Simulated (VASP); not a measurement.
# ZrSe2: relaxation of cell and atoms with PBE

Crystal: ZrSe2.

```
Zr Se
1.0
     3.79800    0.00000    0.00000
    -1.89900    3.28916    0.00000
     0.00000    0.00000    6.19200
Zr Se
1 2
Cartesian
  0.0000 0.0000 0.0000
  0.0000 2.1928 1.5480
  1.8990 1.0964 4.6440
```

```json
{
 "Program": "VASP 6.6.1",
 "Task": "relaxation of cell and atoms",
 "Functional": "PBE",
 "Potentials or basis": "VASP PAW PBE potentials, release 64 (Zr_sv, Se)",
 "Cutoff": "600 eV",
 "k mesh": "9 × 9 × 5",
 "Occupations": "gaussian, width 0.03 eV",
 "Spin": "no spin polarisation",
 "Further INCAR settings": "ALGO = Normal; EDIFF = 1e-06; IBRION = 2; EDIFFG = -0.01; NSW = 90; ISIF = 3"
}
```

```
Relaxed volume                         : 28.37 Å³/atom
Relaxed cell                           : a = 3.798 Å, b = 3.798 Å, c = 6.810 Å, α = 90.00°, β = 90.00°, γ = 120.00°
Space group after relaxing (to 0.05 Å) : P-3m1 (No. 164)
Energy gained by relaxing              : 11.3 meV/atom
Ionic steps                            : 24
Pressure after relaxing                : 0.0 GPa
Largest force after relaxing           : 0.006 eV/Å
Band gap on the k mesh                 : 0.42 eV, indirect (least direct gap 1.11 eV)
```

Forces on the atoms (eV/Å):
```
Zr   0.000  0.000  0.000
Se   0.000  0.000 -0.006
Se   0.000  0.000  0.006
```

The path:
```csv
step,energy change (eV),largest force (eV/Å),pressure (GPa),volume (Å³)
1,0.0000,0.3017,2.02,77.35
2,-0.0024,0.3720,-2.03,81.04
3,-0.0158,0.0576,-0.18,79.24
4,-0.0195,0.0812,-0.06,79.21
5,-0.0213,0.1141,0.12,79.16
6,-0.0229,0.0911,0.18,79.40
7,-0.0265,0.0226,0.36,80.14
8,-0.0291,0.1161,0.77,81.63
9,-0.0297,0.1063,0.70,81.83
10,-0.0311,0.0767,0.44,82.43
11,-0.0324,0.0192,-0.03,83.64
12,-0.0325,0.0056,-0.12,83.93
13,-0.0324,0.0004,-0.17,84.04
14,-0.0324,0.0034,-0.18,83.98
15,-0.0326,0.0020,-0.15,84.07
16,-0.0331,0.0038,-0.12,84.32
17,-0.0337,0.0140,-0.06,84.82
18,-0.0333,0.0317,0.07,85.80
19,-0.0338,0.0177,-0.01,85.15
20,-0.0338,0.0174,-0.02,85.12
21,-0.0338,0.0138,-0.04,84.97
22,-0.0338,0.0163,-0.02,85.07
23,-0.0338,0.0170,-0.02,85.10
24,-0.0338,0.0059,0.03,85.10
```

Final structure:
```xyz
3
Lattice="3.7985 0.0000 0.0000 -1.8992 3.2896 0.0000 0.0000 0.0000 6.8104" Properties=species:S:1:pos:R:3 pbc="T T T"
Zr    0.0000    0.0000    0.0000
Se    0.0000    2.1930    1.5850
Se    1.8992    1.0965    5.2254
```

Levels at points of the mesh, in eV from the valence-band top:
```csv
k point,band 8,band 9,band 10,band 11,band 12,band 13,band 14,band 15,band 16
"(0.00, 0.00, 0.00)",-2.51,-2.51,-0.46,0.00,0.00,1.11,1.11,1.53,4.37
```

Wall time 12 min on 1 thread of Intel(R) Xeon(R) Platinum 8488C (Sapphire Rapids), with other jobs on the host, peak memory 0.26 GiB.

Caveat: an odd mesh through Γ misses points on the zone boundary, where band edges often lie; this functional lacks dispersion, which binds the layers, so the pressure and a relaxed spacing across them are unreliable; the volume moved by +10 % from the deposited cell, more than functionals usually miss. Zero-point motion and thermal expansion aren't in these numbers.
